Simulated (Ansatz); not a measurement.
The cell is COD entry 9011962, as deposited and not checked against the literature; nothing was relaxed. The listed cell was then made from it by scaling, straining or moving an atom.

An input for Bi2Te3: DFT, PBEsol, all-electron PAW with datasets made for the crystal, scalar-relativistic (Ansatz 0.2.0).

Command: `ansatz run input.yaml --threads 2 --pin off --max-ram 8192MiB --backend cpu --events-out ev --progress --plain --runs-dir out` The run took 52 s on 2 threads of Intel(R) Xeon(R) Platinum 8488C (Sapphire Rapids), with other jobs on the host, peak memory 2 GiB.

```yaml
crystal:
  lattice:
    - [2.1358415611, 1.2043361099, 10.1483743499]
    - [-2.2501595557, 1.2262661155, 10.1703043555]
    - [-0.0381670554, -2.5830872754, 10.1783312946]
  atoms:
    - { symbol: Bi, position: [0.4, 0.4, 0.4] }
    - { symbol: Bi, position: [0.6, 0.6, 0.6] }
    - { symbol: Te, position: [0.0, 0.0, 0.0] }
    - { symbol: Te, position: [0.2095, 0.2095, 0.2095] }
    - { symbol: Te, position: [0.7905, 0.7905, 0.7905] }
kpoints:
  mp_grid: { grid: [7, 7, 7] }
scf:
  occupations: { method: fermi_dirac, width: 0.08 }
hamiltonian:
  xc: pbesol
  pseudopotentials: { kind: all_electron, datasets: crystal }
output:
  forces: true
  stress: true
  eigenvalues: true
  efg: { contact_densities: true }
```

The results part of the log:

```
SCF 1 converged in 9 iterations: F = -1725521.873875 eV  dr2 = 2.33e-8
  Residual-converged pass: ⟨swp⟩=3.8  Hψ=12629  notcnv=0  max |occ|·‖R‖ = 6.6e-6 eV (tolerance 6.7e-6 eV)  dr2=2.39e-8  dr2_onsite=7.22e-9  max |Δocc| = 1.1e-7
  greatest PAW one-centre occupation: 0.986 electrons in one spin orbital (limit 2), on the Bi atom at site 1 (counted from 0), in its partial waves of l = 2
SCF converged after 9 iterations
Free energy (F): -1725521.873875 eV
Harris-Foulkes:  -1725521.873875 eV  (|F-HF|=5.59e-9)
Internal energy: -1725521.872196 eV  (E = F + TS)
E sigma→0 (E₀):  -1725521.873036 eV
Entropy (-TS):   -0.001679 eV (-0.336 meV/atom)
Past the cutoff: the bands carry plane waves up to 1.75 times it, of which those up to 1.5 times it add -0.000281 eV an atom, each by itself; the spheres take 0.000508 eV an atom off the energy for waves past 1.75 times it
By the cutoff:   a pressure is off by up to 0.007 GPa (1.2 times the spheres' own share and the shells' term, over an atom's volume, and 0.004 GPa: a bound that held against runs at twice the plane waves)
Past the cutoffs: a stress includes 0.0014 GPa for waves and charges beyond them, in addition to the slope of what the spheres take
In the spheres:  the bands' charges fall short by 1.3e-6 e at most (sound up to 1e-3), those of shells solved beside the bands by 3.6e-7 e (sound up to 5e-4)
Fermi energy:    12.010525 eV
--- Per-component energies (eV) ---
  The terms above E_closure are by the made datasets' own strengths, without shells solved beside the bands.
--- Forces (eV/Å), atoms counted from 1 ---
  atom   1  Bi    -0.01343760    -0.02622785     0.04564006
  atom   2  Bi     0.01343760     0.02622785    -0.04564006
  atom   3  Te     0.00000000     0.00000000     0.00000000
  atom   4  Te    -0.03285787    -0.06612923     0.11197773
  atom   5  Te     0.03285787     0.06612923    -0.11197773
  max |Σ_I F_I| component: 0.00e0 eV/Å
--- Stress (GPa, compression-positive) ---
       -0.740424       0.058039       0.263369
        0.058039      -0.198777       0.540314
        0.263369       0.540314      -0.776059
  P = ⅓ Tr σ = -0.5718 GPa (-5.718 kbar)
  It holds what live shells' own plane waves past their cutoff add
--- PAW observables at the nuclei: V_zz in 10²¹ V/m², potentials from the cell's mean, atoms counted from 1 ---
  atom   1  Bi V_zz =    +3.192521   η = 0.8671   by run symmetry: allowed
            electrostatic potential = -17825.658951 V   contact ρ = 17871290.712609 e/Å³
  atom   2  Bi V_zz =    +3.192521   η = 0.8671   by run symmetry: allowed
            electrostatic potential = -17825.658951 V   contact ρ = 17871290.712609 e/Å³
  atom   3  Te V_zz =    +9.786862   η = 0.1492   by run symmetry: allowed
            electrostatic potential = -8646.934867 V   contact ρ = 1466490.812936 e/Å³
  atom   4  Te V_zz =    +1.498421   η = 0.9361   by run symmetry: allowed
            electrostatic potential = -8646.749677 V   contact ρ = 1466507.522213 e/Å³
  atom   5  Te V_zz =    +1.498421   η = 0.9361   by run symmetry: allowed
            electrostatic potential = -8646.749677 V   contact ρ = 1466507.522213 e/Å³
--- Band table (eV; the first three rows and the last of 172) ---
  k-point 0: bands = ["-11.2486", "-11.2479", "-11.2468", "-11.2461", "-11.2376", "-11.2363", "-11.2342", "-11.2334", "-11.2329", "-11.2318", "-1.4677", "-0.7378", "0.4552", "2.9469", "3.4041", "9.5487", "9.7908", "10.0862", "10.1248", "10.2308", "10.2505", "11.0137", "11.0470", "11.8796", "12.1134", "12.5023", "12.5474", "13.8135"]
  k-point 1: bands = ["-11.2498", "-11.2478", "-11.2467", "-11.2449", "-11.2371", "-11.2355", "-11.2345", "-11.2330", "-11.2329", "-11.2313", "-1.2881", "-0.5840", "0.5799", "2.7925", "3.2384", "8.6982", "8.8443", "9.5589", "9.5964", "10.2554", "10.5349", "10.8029", "10.8922", "11.2275", "13.1021", "13.2212", "13.2664", "13.7508"]
  k-point 2: bands = ["-11.2545", "-11.2520", "-11.2441", "-11.2420", "-11.2389", "-11.2367", "-11.2314", "-11.2304", "-11.2296", "-11.2289", "-0.7635", "-0.1651", "0.9067", "2.2000", "2.7812", "7.6014", "8.2157", "8.5244", "9.0601", "9.4996", "9.5851", "10.8925", "10.9606", "11.2421", "12.8215", "13.2377", "13.4240", "14.5059"]
  k-point 171: bands = ["-11.2589", "-11.2561", "-11.2430", "-11.2400", "-11.2386", "-11.2366", "-11.2292", "-11.2279", "-11.2274", "-11.2263", "0.0638", "0.2085", "1.0076", "1.7468", "2.1255", "6.8363", "7.9848", "8.5481", "8.6869", "8.7912", "9.0206", "10.1987", "10.9128", "11.2726", "12.4941", "12.9521", "13.5564", "14.6210"]
```
